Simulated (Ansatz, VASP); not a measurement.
**Hf: VASP beside Ansatz**

```
CELL_PARAMETERS angstrom
2.91381 0.00000 0.00000
0.00000 2.91381 0.00000
0.00000 0.00000 2.91381
ATOMIC_POSITIONS crystal
Hf 0.50000 0.50000 0.50000
```

The cell was built by a generator and needn't be a form met in nature.

Alike in both runs: functional r2SCAN; k mesh 5 × 5 × 5; occupations fermi-dirac, width 0.05 eV; no spin polarisation.

```csv
,VASP,Ansatz
version,VASP 6.6.1,Ansatz 0.2.0
potentials or method,"VASP PAW PBE potentials, release 64 (Hf_pv)",Ansatz PAW
plane-wave cutoff (eV),520,500
valence electrons in the cell,10,26
task,single point,projected density of states
```

Ansatz gave:

| Quantity | Value |
| --- | --- |
| gap on the k mesh at the Fermi level (eV) | none |
| pressure (GPa) | -0.1 |

Which values does VASP return?

gap on the k mesh at the Fermi level (eV): none; pressure (GPa): -0.5.

A gap of «none» marks a metal or a gap that the smearing closes. The two sets of potentials don't hold the same shells in valence.

Caveats: the k mesh is coarse (spacing up to 0.43 Å⁻¹), so the values aren't converged; the PAW data sets were made with another functional, which shifts forces and pressure a little (VASP); the PAW data sets come from PBE, with cores solved anew for the run's functional, which leaves a small shift of forces and pressure (Ansatz); the density of states is complete only up to the lowest level of the last band computed (Ansatz). Spin-orbit coupling is left out, which matters for the levels of Hf.
